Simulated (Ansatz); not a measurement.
## How long does this Ansatz run take?

```yaml
crystal:
  lattice:
    - [3.2395517652, 1.8703560837, 5.2385110448]
    - [-3.2395517652, 1.8703560837, 5.2385110448]
    - [0.0, -3.7407121674, 5.2385110448]
  atoms:
    - { symbol: Na, position: [0.290103, 0.49984, 0.881194] }
    - { symbol: Na, position: [0.752504, 0.513889, 0.046727] }
    - { symbol: Na, position: [0.513889, 0.046727, 0.752504] }
    - { symbol: Na, position: [0.046727, 0.752504, 0.513889] }
    - { symbol: Na, position: [0.342879, 0.342879, 0.342879] }
    - { symbol: Na, position: [0.881194, 0.290103, 0.49984] }
    - { symbol: Na, position: [0.49984, 0.881194, 0.290103] }
    - { symbol: Nb, position: [0.996557, 0.996557, 0.996557] }
    - { symbol: O, position: [0.108943, 0.32112, 0.784215] }
    - { symbol: O, position: [0.92714, 0.661239, 0.182391] }
    - { symbol: O, position: [0.661239, 0.182391, 0.92714] }
    - { symbol: O, position: [0.182391, 0.92714, 0.661239] }
    - { symbol: O, position: [0.784215, 0.108943, 0.32112] }
    - { symbol: O, position: [0.32112, 0.784215, 0.108943] }
kpoints:
  mp_grid: { grid: [4, 4, 4] }
scf:
  occupations: { method: fermi_dirac, width: 0.02 }
hamiltonian:
  xc: r2scan
  pseudopotentials: { kind: paw }
output:
  forces: true
  stress: true
  populations: true
  efg:
    quadrupole_moments_barn: { Na: 0.104, Nb: -0.32, O: -0.02558 }
    contact_densities: true
```

```sh
ansatz run input.yaml --threads 1 --pin off --max-ram 2560MiB --backend cpu --events-out ev --progress --plain --runs-dir out
```

It runs on 1 thread of Arm Neoverse V1 (aarch64; 8 cores open to the job, memory cap 2.5 GiB, no GPU), a shared host with a load of 0.5 a core.

(1) How much time and memory should be set aside?

## Answers

(1) About 51 s of wall time (51 s of CPU time) and 0.89 GiB. The run holds 112 valence electrons in 70 bands, about 4867 plane waves a k-point and 14 irreducible k-points, and took 9 SCF iterations. Times on a shared host vary by tens of per cent.
